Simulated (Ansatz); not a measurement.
## HgTe in Ansatz: the effect of target pressure

Crystal: HgTe.

```
Hg Te
1.0
    -3.04560    3.04560    1.55941
     3.04560   -3.04560    1.55941
     3.04560    3.04560   -1.55941
Hg Te
1 1
Direct
  0.75000 0.25000 0.50000
  0.00000 0.00000 0.00000
```

Measurements of this composition are mostly on another form, of space group No. 216.

Alike in all runs:

```yaml
Program: Ansatz 0.2.0
Task: relaxation of cell and atoms
Functional: PBEsol
Potentials_or_basis: Ansatz PAW
Cutoff: "420 eV (not typed: the program's choice for these potentials)"
k_mesh: 10 × 10 × 10
Occupations: fermi-dirac, width 0.05 eV
Spin: no spin polarisation
```

Each run relaxes the cell or the atoms first.

```csv
target pressure,relaxed volume (Å³/atom)
0 GPa,26.60
2 GPa,25.75
5 GPa,24.72
10 GPa,23.43
20 GPa,21.65
30 GPa,?
```

**Question.** What does the run with target pressure 30 GPa give?

**Answer.** Relaxed volume 20.40 Å³/atom.

Worked out: In Murnaghan's law V^(-B') rises as a straight line in P. The other rows fit best with B' = 4.7, V0 = 26.59 Å³/atom and B0 = 58 GPa, which gives 20.44 Å³/atom at 30 GPa, against the run's 20.40.

Caveats: the plane-wave basis is chosen anew once the cell has moved, so the energies of steps on either side of that aren't comparable; the PAW data sets come from PBE, with cores solved anew for the run's functional, which leaves a small shift of forces and pressure; the volume moved by over 15 % at a fixed basis, so the end points are rough (some runs).
